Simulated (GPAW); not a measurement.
# Br (I4/mmm) in GPAW: convergence with smearing function

Aim: find how far smearing function must go before the results for Br settle, at LDA. This setting moves, with any that are tied to it; all else stays.

Everything below comes from runs of GPAW 26.7.0. Logs are shortened: lines on timing, memory, paths and dates and some standing lists are left out, and cuts for length are marked. The log counts tension as positive stress, the text compression.

### Step 1. Starting point

Symmetry: I4/mmm, No. 139, tetragonal system. The conventional cell has a = 2.847 Å, b = 2.847 Å, c = 7.155 Å, α = 90.00°, β = 90.00°, γ = 90.00°. Br (site symmetry 4/mmm) is surrounded by 4 Br at 2.85 Å.

### Step 2. With smearing function fermi-dirac

run.py reads:

```python
from ase.dft.bandgap import bandgap
from ase.io import read, write
from ase.units import GPa
from gpaw import GPAW, PW

atoms = read('Br.xyz')

calc = GPAW(mode=PW(600),
            xc='LDA',
            kpts={'size': (10, 10, 10), 'gamma': True},
            occupations={'name': 'fermi-dirac', 'width': 0.1},
            nbands=10,
            convergence={'density': 1e-05, 'energy': 1e-05},
            maxiter=100,
            txt='gpaw.txt')
atoms.calc = calc
energy = atoms.get_potential_energy()
forces = atoms.get_forces()
stress = atoms.get_stress()
calc.write('gs.gpw')
write('result.traj', atoms)
print(f'Energy: {energy:.6f} eV')
print('Forces (eV/A):')
print(forces.round(4))
print('Stress (GPa):', (stress / GPa).round(3))
print('Fermi level:', round(calc.get_fermi_level(), 4), 'eV')
print(f'Gap: {bandgap(calc)[0]:.4f} eV, direct: {bandgap(calc, direct=True)[0]:.4f} eV')
```

Br.xyz reads:

```xyz
1
Lattice="-1.4234917050 1.4234917050 3.5775173700 1.4234917050 -1.4234917050 3.5775173700 1.4234917050 1.4234917050 -3.5775173700" Properties=species:S:1:pos:R:3 pbc="T T T"
Br     0.0000000000      0.0000000000      0.0000000000
```

Potentials or basis: the program's PAW data sets (release 1.2.1) made for this functional, pw.

Started as:

```console
$ OMP_NUM_THREADS=1 python run.py
```

gpaw.txt:

```text
__  _  _
 | _ |_)|_||  |
 |__||  | ||/\| - 26.7.0

Input parameters:
  mode=PW(ecut=600.0),
  convergence={'density': 1e-05, 'energy': 1e-05},
  kpts=MonkhorstPack(size=(10, 10, 10), gamma=True),
  maxiter=100,
  nbands=10,
  occupations=Occupations(name='fermi-dirac', width=0.1),
  xc=XC(name='LDA')

Diagonalizing LCAO Hamiltonian
Converting LCAO to pw mode

       Br

Atoms  # Å, Bohr magnetons
|   | symbol |        x |        y |        z |    initial magnetic moments |
|---|--------|----------|----------|----------|-----------------------------|
| 0 |     Br | 0.000000 | 0.000000 | 0.000000 | ( 0.0000,  0.0000,  0.0000) |

Unit cell  # Å
| periodic |         x |         y |         z |  lengths |     angles |
|----------|-----------|-----------|-----------|----------|------------|
|      yes | -1.423492 |  1.423492 |  3.577517 | 4.105032 | 139.420544 |
|      yes |  1.423492 | -1.423492 |  3.577517 | 4.105032 | 139.420544 |
|      yes |  1.423492 |  1.423492 | -3.577517 | 4.105032 |  58.734187 |

Number of symmetries: 16
Symmetry operations  # r_c * U_cc + t_c -> r_c
|    | kind |            matrix            |
|----|------|------------------------------|
|  0 |  σ   |  1, 1, 1,  0, 0,-1,  0,-1, 0 |
|  1 |  C4  |  1, 1, 1,  0, 0,-1, -1, 0, 0 |
|  2 |  E   |  1, 0, 0,  0, 1, 0,  0, 0, 1 |
|  3 |  σ   |  1, 0, 0,  0, 1, 0, -1,-1,-1 |
|  4 |  σ   |  0, 1, 0,  1, 0, 0,  0, 0, 1 |
|  5 |  C2  |  0, 1, 0,  1, 0, 0, -1,-1,-1 |
|  6 |  C2  |  0, 0, 1, -1,-1,-1,  1, 0, 0 |
|  7 |  S4  |  0, 0, 1, -1,-1,-1,  0, 1, 0 |
|  8 |  C4  |  0, 0,-1,  1, 1, 1,  0,-1, 0 |
|  9 |  σ   |  0, 0,-1,  1, 1, 1, -1, 0, 0 |
| 10 |  σ   |  0,-1, 0, -1, 0, 0,  1, 1, 1 |
| 11 |  C2  |  0,-1, 0, -1, 0, 0,  0, 0,-1 |
| 12 |  C2  | -1, 0, 0,  0,-1, 0,  1, 1, 1 |
| 13 |  i   | -1, 0, 0,  0,-1, 0,  0, 0,-1 |
| 14 |  S4  | -1,-1,-1,  0, 0, 1,  1, 0, 0 |
| 15 |  C2  | -1,-1,-1,  0, 0, 1,  0, 1, 0 |

BZ-sampling:
  Number of BZ points: 1000
  Number of IBZ points: 102

  Monkhorst-Pack size: [10, 10, 10]
  Monkhorst-Pack shift: [0.05, 0.05, 0.05]

K-points  # in reciprocal-cell coordinates
|     |                                coordinates |     weight |
|-----|--------------------------------------------|------------|
|   0 | (  0.00000000,   0.00000000,   0.00000000) | 0.00100000 |
|   1 | (  0.10000000,  -0.10000000,   0.00000000) | 0.00400000 |
|   2 | (  0.10000000,  -0.10000000,   0.10000000) | 0.00400000 |
|   3 | (  0.10000000,   0.00000000,   0.00000000) | 0.00800000 |
|   4 | (  0.10000000,   0.10000000,  -0.10000000) | 0.00200000 |
|   5 | (  0.20000000,  -0.20000000,   0.00000000) | 0.00400000 |
|   6 | (  0.20000000,  -0.20000000,   0.10000000) | 0.00800000 |
|   7 | (  0.20000000,  -0.20000000,   0.20000000) | 0.00400000 |
|   8 | (  0.20000000,  -0.10000000,   0.00000000) | 0.01600000 |
|   9 | (  0.20000000,  -0.10000000,   0.10000000) | 0.00800000 |
| ... |                                            |            |
| 101 | (  0.50000000,   0.50000000,   0.50000000) | 0.00100000 |

Plane wave coefficients: 981
Cutoff: 600.0 eV

Spin-components: 1 (collinear spins)
Bands:           10
Projectors:      5
Spin-degeneracy: 2
Datatype:        complex128

Parallelization:
  kpt:    1
  domain: 1
  band:   1

Density:
  Valence electrons: 7.0
  Components: 1
  Grid points: [24 24 24]
  Charge: 0.0  # |e|

Potential:
  Grid points: [24 24 24]

species:
  Br:
    name:    Bromine
    Z:       35.0
    valence: 7
    core:    28
    charge:  0.0  # [|e|]
    compensation charges:
      type: gauss
      rc: 0.35  # [Å]
      lmax: 2
    cutoffs:
      filter: 1.98  # [Å]
      core: 2.38  # [Å]
    projectors
    | kind |    occ | energy [eV] | rcut [Å] |
    |------|--------|-------------|----------|
    |   4s |  2.000 |     -20.306 |    1.111 |
    |   4p |  5.000 |      -8.003 |    1.111 |
    |    s |        |       6.906 |    1.111 |
    |    p |        |      19.208 |    1.111 |
    |    d |        |       0.000 |    1.111 |

    Using partial waves for Br as LCAO basis

Reference energy: -70812.544388  # eV

eigensolver:
  PPCG
  Converge bands: occupied
  niter=2

density mixing:
  MSR1-Mixer
  Pratt-step length: 0.05
  Maximum mixing coefficient: 0.75
  Old densities: 10
  SVD Regularization: 0.005
  Good broyden scale: 1.0
  Trust region scale: 1.0
  Backstep threshold: 4.0
  History deletion threshold: 6.0
  Fourier metric: weight=20.0, sigma=0.015

occupation numbers:
  Fermi-Dirac:
    width: 0.1000  # eV

poisson solver:
  ecut: 4800.0  # eV

xc functional:
  name: None

convergence criteria:
[... 6 lines left out ...]
|iter     | |      energy | eigst |  dens |
|---------|-|-------------|-------|-------|
|iter:   1| |   -2.032340 | -0.72 |       |
|iter:   2| |   -2.026345 | -3.21 | -1.32 |
|iter:   3| |   -1.980333 | -2.65 | -1.35 |
|iter:   4| |   -1.978739 | -3.85 | -2.02 |
|iter:   5| |   -1.978732 | -5.93 | -2.77 |
|iter:   6| |   -1.978732c| -7.42c| -3.40 |
|iter:   7| |   -1.978732c| -8.01c| -4.36 |
|iter:   8| |   -1.978732c| -8.77c| -4.91 |
|iter:   9| |   -1.978732c| -9.94c| -6.34c|

Converged in 9 steps
Energy contributions relative to reference atoms: (reference = -70812.544388)

Energy contributions:
  Kinetic:           0.293564
  Coulomb:          -0.212700
  Zero:              0.007723
  External:          0.000000
  Xc:               -2.057040
  Entropy:          -0.020558
  Spinorbit:         0.000000
  ----------------------------
  Free energy:      -1.989011
  Extrapolated:     -1.978732

dipole moment: (-5.669405, -5.669405, -14.248341)  # |e|*Ang

Fermi level: 2.149
Eigenvalues  # (at kpt = [0.000, 0.000, 0.000])
| band index |      eig [eV] | occ [0-2] |
|------------|---------------|-----------|
|          0 |       -14.178 |     2.000 |
|          1 |        -0.131 |     2.000 |
|          2 |         3.055 |     0.000 |
|          3 |         3.055 |     0.000 |
|          4 |         7.189 |     0.000 |
|          5 |        11.998 |     0.000 |
|          6 |        12.332 |     0.000 |
|          7 |        18.012 |     0.000 |
|          8 |        18.012 |     0.000 |
|          9 |        18.418 |     0.000 |

No gap
No difference between direct/indirect transitions

Forces  # eV/Ang
|       x |       y |       z |
|---------|---------|---------|
| 0.00000 | 0.00000 | 0.00000 |  # Br   0

Stress tensor  # eV/Ang^3
|        x |         y |         z |
|----------|-----------|-----------|
| 0.019591 |  0.000000 |  0.000000 |
| 0.000000 |  0.019591 | -0.000000 |
| 0.000000 | -0.000000 |  0.006049 |

# Writing to gs.gpw (mode='')
```

Wall time 8.5 s (1 thread of AMD EPYC 9R45 (Zen 5), shared host); peak memory 0.16 GiB.

What came out:

```
Free energy            : -1.9890 eV
Pressure               : -2.4 GPa
Band gap on the k mesh : none (metal or under the smearing width)
```

### Step 3. With smearing function gaussian

run.py: that of step 2 with these lines changed.

```diff
@@ -10,3 +10,3 @@
             kpts={'size': (10, 10, 10), 'gamma': True},
-            occupations={'name': 'fermi-dirac', 'width': 0.1},
+            occupations={'name': 'methfessel-paxton', 'order': 0, 'width': 0.1},
             nbands=10,
```

Br.xyz is that of step 2.

Potentials or basis: the program's PAW data sets (release 1.2.1) made for this functional, pw.

Started as:

```console
$ OMP_NUM_THREADS=1 python run.py
```

Run time: 8.5 s. Hardware: 1 thread of AMD EPYC 9R45 (Zen 5), shared host; peak memory 0.16 GiB.

The run converged. Its results:

- Free energy: -1.9797 eV
- Pressure: -2.5 GPa
- Band gap on the k mesh: none (metal or under the smearing width)

### Step 4. With smearing function marzari-vanderbilt

run.py: that of step 3 with these lines changed.

```diff
@@ -10,3 +10,3 @@
             kpts={'size': (10, 10, 10), 'gamma': True},
-            occupations={'name': 'methfessel-paxton', 'order': 0, 'width': 0.1},
+            occupations={'name': 'marzari-vanderbilt', 'width': 0.1},
             nbands=10,
```

Br.xyz is that of step 3.

Started as:

```console
$ OMP_NUM_THREADS=1 python run.py
```

It took 8.8 s on 1 thread of AMD EPYC 9R45 (Zen 5), shared host; peak memory 0.16 GiB.

It converged, with:

```yaml
Free_energy: -1.9775 eV
Pressure: -2.5 GPa
Band_gap_on_the_k_mesh: none (metal or under the smearing width)
```

### Step 5. With smearing function methfessel-paxton

run.py: that of step 4 with these lines changed.

```diff
@@ -10,3 +10,3 @@
             kpts={'size': (10, 10, 10), 'gamma': True},
-            occupations={'name': 'marzari-vanderbilt', 'width': 0.1},
+            occupations={'name': 'methfessel-paxton', 'width': 0.1, 'order': 1},
             nbands=10,
```

Br.xyz is that of step 4.

Started as:

```console
$ OMP_NUM_THREADS=1 python run.py
```

It took 8.8 s on 1 thread of AMD EPYC 9R45 (Zen 5), shared host; peak memory 0.16 GiB.

The run converged. Its results:

```yaml
Free_energy: -1.9779 eV
Pressure: -2.5 GPa
Band_gap_on_the_k_mesh: none (metal or under the smearing width)
```

### Step 6. With smearing function tetrahedron-method

run.py: that of step 5 with these lines changed.

```diff
@@ -10,3 +10,3 @@
             kpts={'size': (10, 10, 10), 'gamma': True},
-            occupations={'name': 'methfessel-paxton', 'width': 0.1, 'order': 1},
+            occupations={'name': 'tetrahedron-method'},
             nbands=10,
```

Br.xyz is that of step 5.

Potentials or basis: the program's PAW data sets (release 1.2.1) made for this functional, pw.

Started as:

```console
$ OMP_NUM_THREADS=1 python run.py
```

Run time: 8.6 s. Hardware: 1 thread of AMD EPYC 9R45 (Zen 5), shared host; peak memory 0.16 GiB.

Results (log left out):

```yaml
Free_energy: -1.8707 eV
Pressure: -1.6 GPa
Band_gap_on_the_k_mesh: none (metal or under the smearing width)
```

### Step 7. With smearing function improved-tetrahedron-method

run.py: that of step 6 with these lines changed.

```diff
@@ -10,3 +10,3 @@
             kpts={'size': (10, 10, 10), 'gamma': True},
-            occupations={'name': 'tetrahedron-method'},
+            occupations={'name': 'improved-tetrahedron-method'},
             nbands=10,
```

Br.xyz is that of step 6.

Started as:

```console
$ OMP_NUM_THREADS=1 python run.py
```

Wall time 8.7 s (1 thread of AMD EPYC 9R45 (Zen 5), shared host); peak memory 0.16 GiB.

Results (log left out):

| Item | Value |
| --- | --- |
| Free energy | -1.9829 eV |
| Pressure | -2.5 GPa |
| Band gap on the k mesh | none (metal or under the smearing width) |

### Step 8. With smearing function fixed

run.py: that of step 7 with these lines changed.

```diff
@@ -10,3 +10,3 @@
             kpts={'size': (10, 10, 10), 'gamma': True},
-            occupations={'name': 'improved-tetrahedron-method'},
+            occupations={'width': 0.0},
             nbands=10,
```

Br.xyz is that of step 7.

Started as:

```console
$ OMP_NUM_THREADS=1 python run.py
```

Run time: 8.4 s. Hardware: 1 thread of AMD EPYC 9R45 (Zen 5), shared host; peak memory 0.16 GiB.

It converged, with:

```yaml
Free_energy: -1.9778 eV
Pressure: -2.4 GPa
Band_gap_on_the_k_mesh: none (metal or under the smearing width)
```

### Step 9. Summary

| smearing function | energy less the tightest run, at zero smearing (meV/atom) | pressure (GPa) | SCF cycles | CPU time (s) | peak memory (GiB) |
| --- | --- | --- | --- | --- | --- |
| fermi-dirac | -0.95 | -2.42 | 9 | 8.5 | 0.16 |
| gaussian | -0.14 | -2.48 | 9 | 8.5 | 0.16 |
| marzari-vanderbilt | 0.23 | -2.50 | 9 | 8.8 | 0.16 |
| methfessel-paxton | -0.16 | -2.49 | 9 | 8.8 | 0.16 |
| tetrahedron-method | 107.12 | -1.58 | 9 | 8.6 | 0.16 |
| improved-tetrahedron-method | -5.16 | -2.46 | 9 | 8.7 | 0.16 |
| fixed | 0.00 | -2.44 | 9 | 8.4 | 0.16 |

Against the tightest run, the pressure stays within 0.1 GPa from improved-tetrahedron-method on. Not settled before the last step: the energy (to 1 meV/atom). Narrower smearing needs a denser k mesh, so at a fixed mesh the narrowest width isn't the most accurate. The tightest run that finished is the yardstick and may itself not be fully converged.

Caveats: an odd number of electrons without spin polarisation forces a metal; a magnetic or distorted state may lie lower.
